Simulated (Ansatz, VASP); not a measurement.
**MgB2 in VASP and in Ansatz**

INCAR

```
PREC     = Accurate       # precision mode
ENCUT    = 520            # plane-wave cutoff, eV
EDIFF    = 1E-7           # SCF threshold, eV
ISMEAR   = 0              # smearing method
SIGMA    = 0.1            # smearing width, eV
LREAL    = F              # projectors in reciprocal space
LASPH    = T              # aspherical terms in the spheres
NELM     = 80             # most SCF steps
ALGO     = Normal         # electronic algorithm
ISIF     = 2              # what is computed and relaxed
LWAVE    = F              # write WAVECAR
LCHARG   = T              # write CHGCAR
GGA      = PE             # functional
LELF     = T              # ELF
LVHAR    = T            
NBANDS   = 11             # bands
```

KPOINTS

```
regular mesh
0
Gamma
  6 6 6
```

POSCAR

```
MgB2
1.0
    3.0850000000      0.0000000000      0.0000000000
   -1.5425000000      2.6716883707      0.0000000000
    0.0000000000      0.0000000000      3.5230000000
Mg B
1 2
Direct
    0.0000000000      0.0000000000      0.0000000000
    0.3333333333      0.6666666667      0.5000000000
    0.6666666667      0.3333333333      0.5000000000
```

Input for Ansatz:

```yaml
crystal:
  lattice:
    - [3.085, 0.0, 0.0]
    - [-1.5425, 2.6716883707, 0.0]
    - [0.0, 0.0, 3.523]
  atoms:
    - { symbol: Mg, position: [0.0, 0.0, 0.0] }
    - { symbol: B, position: [0.3333333333, 0.6666666667, 0.5] }
    - { symbol: B, position: [0.6666666667, 0.3333333333, 0.5] }
basis:
  ecutwfc: 420
kpoints:
  mp_grid: { grid: [6, 6, 6] }
hamiltonian:
  xc: pbe
scf:
  occupations: { method: gaussian, width: 0.1 }
output:
  forces: true
  stress: true
  eigenvalues: true
```

Alike in both runs: task single point; functional PBE; k mesh 6 × 6 × 6; occupations gaussian, width 0.1 eV; no spin polarisation.

|  | VASP | Ansatz |
| --- | --- | --- |
| version | VASP 6.6.1 | Ansatz 0.2.0 |
| potentials or method | VASP PAW PBE potentials, release 64 (Mg, B) | scalar-relativistic, plane waves, PAW |
| plane-wave cutoff (eV) | 520 | 420 |
| valence electrons in the cell | 8 | 16 |

VASP gave:

| Item | Value |
| --- | --- |
| gap on the k mesh at the Fermi level (eV) | none |
| pressure (GPa) | -1.2 |
| largest component of the traceless stress (GPa) | 0.76 |

Q: Estimate Ansatz's values.

A: gap on the k mesh at the Fermi level (eV): none; pressure (GPa): -0.9; largest component of the traceless stress (GPa): 0.62.

A gap of «none» marks a metal or a gap that the smearing closes. The functional is the same, so the differences come from potentials, cutoffs and numerics. The two sets of potentials don't hold the same shells in valence.

Caveats: the k mesh is coarse (spacing up to 0.39 Å⁻¹), so the values aren't converged.
